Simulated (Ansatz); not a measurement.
Write a Python script for the Python package of Ansatz (0.2.0) that makes a convergence test of the plane-wave cutoff of Si, space group I4/mmm. Level of theory (first run): PBEsol, PAW, cutoff 300 eV, 8×8×8 k-points, cold smearing of 0.1 eV. The script varies cutoff (eV): 300, 400, 500, 600.

```
Si
1.0
    -3.32544    3.32544    1.92239
     3.32544   -3.32544    1.92239
     3.32544    3.32544   -1.92239
Si
4
Direct
  0.17880 0.17880 0.35760
  0.82120 0.82120 0.64240
  0.17880 0.82120 0.00000
  0.82120 0.17880 0.00000
```

`ecut.py`:
```python
import ansatz as az

SETTINGS = {
    "xc": "PBEsol",
    "k_density": 3.8,
    "smearing": "cold",
    "width_ev": 0.1,
}

si = (
    az.Lattice.of((-3.325444, 3.325444, 1.922386), (3.325444, -3.325444, 1.922386), (3.325444, 3.325444, -1.922386))
    .atom("Si", (0.178801, 0.178801, 0.357602))
    .atom("Si", (0.821199, 0.821199, 0.642398))
    .atom("Si", (0.178801, 0.821199, 0.0))
    .atom("Si", (0.821199, 0.178801, 0.0))
)

calc = (
    si.calculation()
    .functional(SETTINGS["xc"])
    .kpoints(density=SETTINGS["k_density"])
    .occupations(SETTINGS["smearing"], width=SETTINGS["width_ev"])
    .forces()
    .stress()
)

rows = []
for value in [300, 400, 500, 600]:
    data = calc.basis(value).run(threads=1).report
    rows.append((value, data["free_energy_ev"] / len(data["lattice"]["sites"]), data["n_iterations"], sum(data["stress_gpa"][i][i] for i in range(3)) / 3, max(abs(f) for row in data["forces_ev_ang"] for f in row), data["n_pw"]))

print(" cutoff (eV)   F/atom (eV)    iterations       P (GPa)  max component (eV/A)   plane waves")
for row in rows:
    print(f"{str(row[0]):>12s}  {row[1]:12.5f}  {row[2]:12d}  {row[3]:12.3f}  {row[4]:20.4f}  {row[5]:12d}")

for row in rows[:-1]:
    shift = 1000 * (row[1] - rows[-1][1])
    print(f"{row[0]}: {shift:+.2f} meV/atom" + ("  (within 5 meV)" if abs(shift) < 5 else ""))
```

```console
$ python ecut.py
DeckWarning: basis.ecutwfc = 300 eV is below the records' recommended 420 eV, and the density's cutoff is lower with it unless basis.ecutrho_ratio is high enough to keep the records' density cutoff: compare with a run at a higher cutoff
DeckWarning: basis.ecutwfc = 400 eV is below the records' recommended 420 eV, and the density's cutoff is lower with it unless basis.ecutrho_ratio is high enough to keep the records' density cutoff: compare with a run at a higher cutoff
 cutoff (eV)   F/atom (eV)    iterations       P (GPa)  max component (eV/A)   plane waves
         300    -621.36214             5        -0.276                0.0087          1037
         400    -621.38171             5        -0.322                0.0093          1559
         500    -621.38233             5        -0.330                0.0094          2111
         600    -621.38245             5        -0.331                0.0094          2875
300: +20.30 meV/atom
400: +0.74 meV/atom  (within 5 meV)
500: +0.12 meV/atom  (within 5 meV)
```
(Warnings from the package without file and line.)

From 400 eV on it stays within 5 meV an atom of the value at 600 eV; the first row (300 eV) is off by 20.3 meV and the last but one by 0.12 meV. The energy falls steadily, as expected when plane waves are added. The pressure moves from -0.28 to -0.33 GPa (the program's stress holds a Pulay correction, so it settles early). The last run costs about 2.4 times the first.

Cold and Methfessel-Paxton smearing aren't meant for a gap as narrow as their width. Pressure is positive in compression. This isn't the structure that Si takes at ambient conditions. Shifts are counted from the last row, which is itself no proven limit. It ran for 16 s on 1 thread of Arm Neoverse V1, with other jobs on the host, peak memory 0.48 GiB.
